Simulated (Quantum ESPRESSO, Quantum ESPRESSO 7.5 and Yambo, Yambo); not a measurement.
# A GW chain in Yambo: KF (Carobbiite)

Aim: the G0W0 gap of KF (Carobbiite) on PBE, step by step.

Calculated with Quantum ESPRESSO 7.5 and Yambo 5.3.0; PBE and many-body steps on it, plane waves.

## Step 1: Set-up

Symmetry: Fm-3m, No. 225, cubic system. Conventional cell: a = 5.344 Å, b = 5.344 Å, c = 5.344 Å, α = 90.00°, β = 90.00°, γ = 90.00°. Nearest to K lie 6 F at 2.67 Å. Nearest to F lie 6 K at 2.67 Å. Farther neighbours and most contacts between anions are not listed.

The cell and positions come from the Crystallography Open Database and are kept as given unless a step says otherwise.

## Step 2: Ground state

This step: Quantum ESPRESSO 7.5; DFT, PBE, plane waves, norm-conserving pseudopotentials.

The ground-state density comes first.

Input file pw.in:

```
&control
  calculation = 'scf'
  prefix = 'x'
  outdir = 'o'
  pseudo_dir = 'pseudo'
/
&system
  ibrav = 0
  nat = 2
  ntyp = 2
  ecutwfc = 72.0
  nbnd = 13
  force_symmorphic = .true.
/
&electrons
  conv_thr = 1e-10
  electron_maxstep = 80
  mixing_beta = 0.5
/
ATOMIC_SPECIES
  K 39.098 K.upf
  F 18.998 F.upf
CELL_PARAMETERS angstrom
  -0.0000000000 2.6718500000 2.6718500000
  2.6718500000 -0.0000000000 2.6718500000
  2.6718500000 2.6718500000 0.0000000000
ATOMIC_POSITIONS crystal
  K 0.0000000000 0.0000000000 0.0000000000
  F 0.5000000000 0.5000000000 0.5000000000
K_POINTS automatic
  6 6 6 0 0 0
```

Started as:

```
$ OMP_NUM_THREADS=1 mpirun -n 4 pw.x -nk 4 -in pw.in > pw.out
```

Log:

```text
Program PWSCF v.7.5 starts

     This program is part of the open-source Quantum ESPRESSO suite
     for quantum simulation of materials; please cite
         "P. Giannozzi et al., J. Phys.:Condens. Matter 21 395502 (2009);
         "P. Giannozzi et al., J. Phys.:Condens. Matter 29 465901 (2017);
         "P. Giannozzi et al., J. Chem. Phys. 152 154105 (2020);
     in publications or presentations arising from this work. More details at
     Message from routine setup:
     using ibrav=0 with symmetry is DISCOURAGED, use correct ibrav instead

     G-vector sticks info

     bravais-lattice index     =            0
     lattice parameter (alat)  =       7.1405  a.u.
     unit-cell volume          =     257.4322 (a.u.)^3
     number of atoms/cell      =            2
     number of atomic types    =            2
     number of electrons       =        16.00
     number of Kohn-Sham states=           13
     kinetic-energy cutoff     =      72.0000  Ry
     charge density cutoff     =     288.0000  Ry
     scf convergence threshold =      1.0E-10
     mixing beta               =       0.5000
     number of iterations used =            8  plain     mixing
     Exchange-correlation= PBE
                           (   1   4   3   4   0   0   0)

     celldm(1)=   7.140456  celldm(2)=   0.000000  celldm(3)=   0.000000
     celldm(4)=   0.000000  celldm(5)=   0.000000  celldm(6)=   0.000000

     crystal axes: (cart. coord. in units of alat)
               a(1) = (  -0.000000   0.707107   0.707107 )
               a(2) = (   0.707107  -0.000000   0.707107 )
               a(3) = (   0.707107   0.707107   0.000000 )

     reciprocal axes: (cart. coord. in units 2 pi/alat)
               b(1) = ( -0.707107  0.707107  0.707107 )
               b(2) = (  0.707107 -0.707107  0.707107 )
               b(3) = (  0.707107  0.707107 -0.707107 )
     Pseudo is Norm-conserving + core correction, Zval =  9.0
     Generated using ONCVPSP code by D. R. Hamann
     Using radial grid of 2222 points,  6 beta functions with:
     Pseudo is Norm-conserving + core correction, Zval =  7.0
     Generated using ONCVPSP code by D. R. Hamann
     Using radial grid of  832 points,  5 beta functions with:
     K                 9.00    39.09800     K ( 1.00)
     F                 7.00    18.99800     F ( 1.00)

     48 Sym. Ops., with inversion, found

   Cartesian axes

     site n.     atom                  positions (alat units)
         1        K      tau(   1) = (   0.0000000   0.0000000   0.0000000  )
         2        F      tau(   2) = (   0.7071068   0.7071068   0.7071068  )

     number of k points=    16
                       cart. coord. in units 2pi/alat
        k(    1) = (   0.0000000   0.0000000   0.0000000), wk =   0.0092593
        k(    2) = (   0.1178511   0.1178511  -0.1178511), wk =   0.0740741
        k(    3) = (   0.2357023   0.2357023  -0.2357023), wk =   0.0740741
        k(    4) = (  -0.3535534  -0.3535534   0.3535534), wk =   0.0370370
        k(    5) = (   0.2357023   0.0000000  -0.0000000), wk =   0.0555556
        k(    6) = (   0.3535534   0.1178511  -0.1178511), wk =   0.2222222
        k(    7) = (  -0.2357023  -0.4714045   0.4714045), wk =   0.2222222
        k(    8) = (  -0.1178511  -0.3535534   0.3535534), wk =   0.2222222
        k(    9) = (   0.0000000  -0.2357023   0.2357023), wk =   0.1111111
        k(   10) = (   0.4714045   0.0000000  -0.0000000), wk =   0.0555556
     [... 4 further rows ...]
        k(   15) = (  -0.1178511  -0.3535534   0.5892557), wk =   0.2222222
        k(   16) = (  -0.7071068   0.2357023   0.0000000), wk =   0.1111111

     Dense  grid:    21187 G-vectors     FFT dimensions: (  40,  40,  40)

     Initial potential from superposition of free atoms

     starting charge      15.9808, renormalised to      16.0000
     Starting wfcs are    9 randomized atomic wfcs +    4 random wfcs

     per-process dynamical memory:    19.1 Mb

     Self-consistent Calculation

     iteration #  1     ecut=    72.00 Ry     beta= 0.50

     total energy              =    -109.56124061 Ry
     estimated scf accuracy    <       0.27429892 Ry

     iteration #  2     ecut=    72.00 Ry     beta= 0.50

     total energy              =    -109.63747436 Ry
     estimated scf accuracy    <       0.06036261 Ry

     iteration #  3     ecut=    72.00 Ry     beta= 0.50

     total energy              =    -109.64786592 Ry
     estimated scf accuracy    <       0.00379029 Ry

     iteration #  4     ecut=    72.00 Ry     beta= 0.50

     total energy              =    -109.64818342 Ry
     estimated scf accuracy    <       0.00016829 Ry

     iteration #  5     ecut=    72.00 Ry     beta= 0.50

     total energy              =    -109.64822993 Ry
     estimated scf accuracy    <       0.00002292 Ry

     iteration #  6     ecut=    72.00 Ry     beta= 0.50

     total energy              =    -109.64823453 Ry
     estimated scf accuracy    <       0.00000945 Ry

     iteration #  7     ecut=    72.00 Ry     beta= 0.50

     total energy              =    -109.64823592 Ry
     estimated scf accuracy    <       0.00000002 Ry

     iteration #  8     ecut=    72.00 Ry     beta= 0.50

     total energy              =    -109.64823593 Ry
     estimated scf accuracy    <          4.7E-09 Ry

     iteration #  9     ecut=    72.00 Ry     beta= 0.50

     total energy              =    -109.64823593 Ry
     estimated scf accuracy    <          2.7E-10 Ry

     iteration # 10     ecut=    72.00 Ry     beta= 0.50

     End of self-consistent calculation

          k = 0.0000 0.0000 0.0000 (  2685 PWs)   bands (ev):

   -24.5780 -17.0623  -7.8279  -7.8279  -7.8279   1.5366   1.5366   1.5366
     7.7360  12.2308  12.2308  12.2308  13.8583

          k = 0.1179 0.1179-0.1179 (  2671 PWs)   bands (ev):

   -24.5547 -17.0838  -7.8973  -7.8372  -7.8372   1.3074   1.4475   1.4475
     8.4759  11.8529  12.5839  12.5839  14.1048

          k = 0.2357 0.2357-0.2357 (  2659 PWs)   bands (ev):

   -24.5076 -17.1276  -8.0340  -7.8555  -7.8555   0.9212   1.2754   1.2754
    10.0224  11.6413  13.2845  13.2845  14.8937

          k =-0.3536-0.3536 0.3536 (  2638 PWs)   bands (ev):

     [... further k-points ...]

     highest occupied, lowest unoccupied level (ev):     1.5366    7.7360

!    total energy              =    -109.64823593 Ry
     estimated scf accuracy    <          5.9E-12 Ry

     The total energy is the sum of the following terms:
     one-electron contribution =     -41.34050974 Ry
     hartree contribution      =      28.32769434 Ry
     xc contribution           =     -24.01420750 Ry
     ewald contribution        =     -72.62121304 Ry

     convergence has been achieved in  10 iterations

     XML data file, charge density, pseudopotentials, collected wavefunctions

=------------------------------------------------------------------------------=
   JOB DONE.
=------------------------------------------------------------------------------=
```

It took 2.9 s on 4 MPI ranks of Arm Neoverse V2, shared host; peak memory 0.22 GiB; 11 s of CPU time.

Numbers from this step:

```
total energy               : -1491.8402 eV
gap                        : 6.199 eV
k of the valence top       : 0, 0, 0
k of the conduction bottom : 0, 0, 0
least direct gap           : 6.199 eV
```

The gap is direct, at Γ.

## Step 3: Bands along the symmetry lines

The cheap functional maps the bands first; the places of the edges decide which points the dearer methods must see.

Input file pw.in:

```
&control
  calculation = 'bands'
  prefix = 'x'
  outdir = 'o'
  pseudo_dir = 'pseudo'
/
&system
  ibrav = 0
  nat = 2
  ntyp = 2
  ecutwfc = 72.0
  nbnd = 14
  force_symmorphic = .true.
/
&electrons
  conv_thr = 1e-9
  electron_maxstep = 80
  diago_full_acc = .true.
  diago_thr_init = 5e-6
/
ATOMIC_SPECIES
  K 39.098 K.upf
  F 18.998 F.upf
CELL_PARAMETERS angstrom
  -0.0000000000 2.6718500000 2.6718500000
  2.6718500000 -0.0000000000 2.6718500000
  2.6718500000 2.6718500000 0.0000000000
ATOMIC_POSITIONS crystal
  K 0.0000000000 0.0000000000 0.0000000000
  F 0.5000000000 0.5000000000 0.5000000000
K_POINTS crystal
  50
  0.00000000 0.00000000 0.00000000 1
  0.06250000 0.00000000 0.06250000 1
  0.12500000 0.00000000 0.12500000 1
  0.18750000 0.00000000 0.18750000 1
  0.25000000 0.00000000 0.25000000 1
  0.31250000 0.00000000 0.31250000 1
  0.37500000 0.00000000 0.37500000 1
  0.43750000 0.00000000 0.43750000 1
  0.50000000 0.00000000 0.50000000 1
  0.51562500 0.03125000 0.51562500 1
  0.53125000 0.06250000 0.53125000 1
  0.54687500 0.09375000 0.54687500 1
  0.56250000 0.12500000 0.56250000 1
  0.57812500 0.15625000 0.57812500 1
  0.59375000 0.18750000 0.59375000 1
  0.60937500 0.21875000 0.60937500 1
  0.62500000 0.25000000 0.62500000 1
  0.37500000 0.37500000 0.75000000 1
  0.32812500 0.32812500 0.65625000 1
  0.28125000 0.28125000 0.56250000 1
  0.23437500 0.23437500 0.46875000 1
  0.18750000 0.18750000 0.37500000 1
  0.14062500 0.14062500 0.28125000 1
  0.09375000 0.09375000 0.18750000 1
  0.04687500 0.04687500 0.09375000 1
  0.00000000 0.00000000 0.00000000 1
  0.06250000 0.06250000 0.06250000 1
  0.12500000 0.12500000 0.12500000 1
  0.18750000 0.18750000 0.18750000 1
  0.25000000 0.25000000 0.25000000 1
  0.31250000 0.31250000 0.31250000 1
  0.37500000 0.37500000 0.37500000 1
  0.43750000 0.43750000 0.43750000 1
  0.50000000 0.50000000 0.50000000 1
  0.50000000 0.46875000 0.53125000 1
  0.50000000 0.43750000 0.56250000 1
  0.50000000 0.40625000 0.59375000 1
  0.50000000 0.37500000 0.62500000 1
  0.50000000 0.34375000 0.65625000 1
  0.50000000 0.31250000 0.68750000 1
  0.50000000 0.28125000 0.71875000 1
  0.50000000 0.25000000 0.75000000 1
  0.50000000 0.21875000 0.71875000 1
  0.50000000 0.18750000 0.68750000 1
  0.50000000 0.15625000 0.65625000 1
  0.50000000 0.12500000 0.62500000 1
  0.50000000 0.09375000 0.59375000 1
  0.50000000 0.06250000 0.56250000 1
  0.50000000 0.03125000 0.53125000 1
  0.50000000 0.00000000 0.50000000 1
```

Log:

```text
[banner, memory and clock lines left out]
Program PWSCF v.7.5 starts

     Atomic positions and unit cell read from directory:
     o/x.save/

     Message from routine setup:
     using ibrav=0 with symmetry is DISCOURAGED, use correct ibrav instead

     G-vector sticks info

     bravais-lattice index     =            0
     lattice parameter (alat)  =       7.1405  a.u.
     unit-cell volume          =     257.4322 (a.u.)^3
     number of atoms/cell      =            2
     number of atomic types    =            2
     number of electrons       =        16.00
     number of Kohn-Sham states=           14
     kinetic-energy cutoff     =      72.0000  Ry
     charge density cutoff     =     288.0000  Ry
     Exchange-correlation= PBE
                           (   1   4   3   4   0   0   0)

     celldm(1)=   7.140456  celldm(2)=   0.000000  celldm(3)=   0.000000
     celldm(4)=   0.000000  celldm(5)=   0.000000  celldm(6)=   0.000000

     crystal axes: (cart. coord. in units of alat)
               a(1) = (  -0.000000   0.707107   0.707107 )
               a(2) = (   0.707107  -0.000000   0.707107 )
               a(3) = (   0.707107   0.707107   0.000000 )

     reciprocal axes: (cart. coord. in units 2 pi/alat)
               b(1) = ( -0.707107  0.707107  0.707107 )
               b(2) = (  0.707107 -0.707107  0.707107 )
               b(3) = (  0.707107  0.707107 -0.707107 )
     Pseudo is Norm-conserving + core correction, Zval =  9.0
     Generated using ONCVPSP code by D. R. Hamann
     Using radial grid of 2222 points,  6 beta functions with:
     Pseudo is Norm-conserving + core correction, Zval =  7.0
     Generated using ONCVPSP code by D. R. Hamann
     Using radial grid of  832 points,  5 beta functions with:
     K                 9.00    39.09800     K ( 1.00)
     F                 7.00    18.99800     F ( 1.00)

     48 Sym. Ops., with inversion, found

   Cartesian axes

     site n.     atom                  positions (alat units)
         1        K      tau(   1) = (   0.0000000   0.0000000   0.0000000  )
         2        F      tau(   2) = (   0.7071068   0.7071068   0.7071068  )

     number of k points=    50
                       cart. coord. in units 2pi/alat
        k(    1) = (   0.0000000   0.0000000   0.0000000), wk =   0.0400000
        k(    2) = (   0.0000000   0.0883883   0.0000000), wk =   0.0400000
        k(    3) = (   0.0000000   0.1767767   0.0000000), wk =   0.0400000
[...]
[... 38 further rows ...]
        k(   49) = (   0.0441942   0.7071068   0.0000000), wk =   0.0400000
        k(   50) = (   0.0000000   0.7071068   0.0000000), wk =   0.0400000

     Dense  grid:    21187 G-vectors     FFT dimensions: (  40,  40,  40)

     The potential is recalculated from file :
     o/x.save/charge-density

     Starting wfcs are    9 randomized atomic wfcs +    5 random wfcs

     Band Structure Calculation

     End of band structure calculation

          k = 0.0000 0.0000 0.0000 (  2685 PWs)   bands (ev):

   -24.5780 -17.0623  -7.8279  -7.8279  -7.8279   1.5366   1.5366   1.5366
     7.7360  12.2308  12.2308  12.2308  13.8583  13.8583

          k = 0.0000 0.0884 0.0000 (  2693 PWs)   bands (ev):

   -24.5733 -17.0665  -7.8359  -7.8359  -7.8306   1.4641   1.5313   1.5313
     7.8827  12.0766  12.3321  12.3321  13.8969  13.9085

          k = 0.0000 0.1768 0.0000 (  2689 PWs)   bands (ev):

   -24.5601 -17.0770  -7.8586  -7.8586  -7.8468   1.2960   1.5182   1.5182
     8.2836  11.6892  12.6257  12.6257  14.0092  14.0256

          k =-0.0000 0.2652 0.0000 (  2666 PWs)   bands (ev):

[...]
k = 0.0000 0.4419-0.0000 (  2650 PWs)   bands (ev):

[...]
k =-0.0000 0.5303 0.0000 (  2658 PWs)   bands (ev):

[...]
k = 0.0000 0.6187-0.0000 (  2650 PWs)   bands (ev):

[...]
k = 0.4640 0.4640-0.0000 (  2650 PWs)   bands (ev):

[...]
k = 0.3315 0.3315-0.0000 (  2650 PWs)   bands (ev):

[...]
k = 0.3094 0.7071-0.0000 (  2648 PWs)   bands (ev):

[...]
k = 0.2210 0.7071-0.0000 (  2654 PWs)   bands (ev):

[...]
k = 0.1768 0.7071-0.0000 (  2648 PWs)   bands (ev):

[...]
k = 0.0442 0.7071 0.0000 (  2660 PWs)   bands (ev):

   -24.4629 -17.0804  -8.3803  -8.0415  -8.0335   1.3295   1.4680   1.4786
     9.7987  11.8937  13.2933  15.0563  15.6248  15.6822

          k = 0.0000 0.7071 0.0000 (  2650 PWs)   bands (ev):

   -24.4630 -17.0794  -8.3835  -8.0381  -8.0381   1.3290   1.4816   1.4816
     9.7709  11.8646  13.3544  15.0554  15.6245  15.6246

     XML data file, pseudopotentials, collected wavefunctions
```

Elapsed: 3.1 s, on 4 MPI ranks; peak memory 0.2 GiB.

This step gave:

```
gap                        : 6.199 eV
k of the valence top       : 0, 0, 0
k of the conduction bottom : 0, 0, 0
least direct gap           : 6.199 eV
```

The gap is 6.199 eV, as in the run before at this level.

The electronic bands at the labelled points (eV, zero at the top of the highest filled band; v1 is the highest filled band, c1 the lowest empty one):

| point | v4 | v3 | v2 | v1 | c1 | c2 | c3 | c4 |
| --- | --- | --- | --- | --- | --- | --- | --- | --- |
| Γ | -9.36 | 0.00 | 0.00 | 0.00 | 6.20 | 10.69 | 10.69 | 10.69 |
| halfway | -9.47 | -0.48 | -0.05 | -0.05 | 8.00 | 9.20 | 12.12 | 12.12 |
| X | -9.57 | -0.21 | -0.06 | -0.06 | 8.23 | 10.33 | 11.82 | 13.52 |
| halfway | -9.56 | -0.20 | -0.14 | -0.10 | 8.45 | 10.55 | 11.42 | 13.52 |
| U | -9.51 | -0.33 | -0.19 | -0.19 | 8.98 | 10.74 | 11.08 | 13.51 |
| jump to K | -9.51 | -0.33 | -0.19 | -0.19 | 8.98 | 10.74 | 11.08 | 13.51 |
| halfway | -9.37 | -0.54 | -0.27 | -0.08 | 8.24 | 9.85 | 11.63 | 11.72 |
| Γ | -9.36 | 0.00 | 0.00 | 0.00 | 6.20 | 10.69 | 10.69 | 10.69 |
| halfway | -9.38 | -0.43 | -0.18 | -0.18 | 7.71 | 10.11 | 11.41 | 11.41 |
| L | -9.40 | -0.78 | -0.34 | -0.34 | 9.09 | 10.63 | 12.05 | 12.05 |
| halfway | -9.44 | -0.56 | -0.28 | -0.25 | 9.42 | 10.11 | 11.67 | 12.67 |
| W | -9.45 | -0.40 | -0.16 | -0.16 | 9.75 | 9.75 | 11.21 | 13.35 |
| halfway | -9.51 | -0.23 | -0.20 | -0.09 | 8.66 | 10.73 | 11.06 | 13.50 |
| X | -9.57 | -0.21 | -0.06 | -0.06 | 8.23 | 10.33 | 11.82 | 13.52 |

The electronic bands as a text plot (rows in eV, shown from -8.0 to 12.2 only):

```
   11.8 |    +++  ++++++   ++++++++         ++++++++++++       ++
   10.9 |++++          ++++      +++++++++++     +++    +++++++
   10.1 |  ++      ++++    ++++++++++    ++++++++   +++++++++  ++
    9.3 |    +++  +       ++++++                +++++++++  ++
    8.4 |     ++++++++++++      +            +++             ++++
    7.6 |    +                   ++         +
    6.7 | +++                      +++  ++++
    5.9 |+                            ++
    5.0 |
    4.2 |
    3.4 |
    2.5 |
    1.7 |
    0.8 |
    0.0 |********************************************************
   -0.8 |     ****         ******           *************
   -1.7 |
   -2.5 |
   -3.4 |
   -4.2 |
   -5.1 |
   -5.9 |
   -6.7 |
   -7.6 |
         Γ           X  U|K            Γ         L        W     X
```

[end of part 1 of 3]

[Paths, hosts, dates, memory and timing lines, banners, echoed tables and standing remarks are left out of the program output.]

[Logs are printed without paths, hosts, clocks, repeated set-up lines and the standing remarks that a program may print on its own settings, such as how far it seeks lower states.]

[Runs of the session that timed out or met a known fault of the program may be left out.]

[Hosts, paths, dates, database ids (printed as entryN), source tags and the programs' standing remarks are cut or masked in the printed files.]
